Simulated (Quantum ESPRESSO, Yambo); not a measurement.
Planning a run of Yambo 5.3.0 on AgBr (Bromargyrite). The input:

```
optics
bss
bse
em1s
dipoles
rim_cut
RandQpts= 1000000
RandGvec= 1 RL
Chimod= "HARTREE"
BSKmod= "SEX"
BSEmod= "resonant"
BSSmod= "h"
BSENGexx= 20 Ry
BSENGBlk= 4 Ry
% BSEQptR
 1 | 1 |
%
% BSEBands
 31 | 42 |
%
% BEnRange
 0 | 9 | eV
%
% BDmRange
 0.1 | 0.1 | eV
%
BEnSteps= 181
% BLongDir
 1 | 0 | 0 |
%
% BndsRnXs
 19 | 58 |
%
NGsBlkXs= 4 Ry
% LongDrXs
 1 | 1 | 1 |
%
% KfnQP_E
 1.886 | 1.0 | 1.0 |
%
BSHayTrs= -0.02
FFTGvecs= 34 Ry
```

```sh
OMP_NUM_THREADS=2 mpirun -n 2 yambo -F bse8.in -J bse8,bse7_W -C bse8 > bse8.log
```

The stored states that it reads are on a 8×8×8 mesh. The structure is cubic, space group Fm-3m (No. 225). Conventional cell: a = 5.774 Å, b = 5.774 Å, c = 5.774 Å, α = 90.00°, β = 90.00°, γ = 90.00°. Nearest to Ag lie 6 Br at 2.89 Å. Br has 6 Ag at 2.89 Å nearest. Farther neighbours and most contacts between anions are not listed.

**Question.** Estimate wall time and host memory on 2 MPI ranks of Arm Neoverse V1, shared host.

It took 6.4 min; on shared hardware allow 3.2 min to 13 min. Peak host memory was 3.6 GiB.

The kernel grows as the square of the matrix size, and full diagonalisation as its cube.

[Paths, hosts, dates, memory and timing lines, banners, echoed tables and standing remarks are left out of the program output.]

[Logs are printed without paths, hosts, clocks, repeated set-up lines and the standing remarks that a program may print on its own settings, such as how far it seeks lower states.]

[Runs of the session that timed out or met a known fault of the program may be left out.]

[Hosts, paths, dates, database ids (printed as entryN), source tags and the programs' standing remarks are cut or masked in the printed files.]
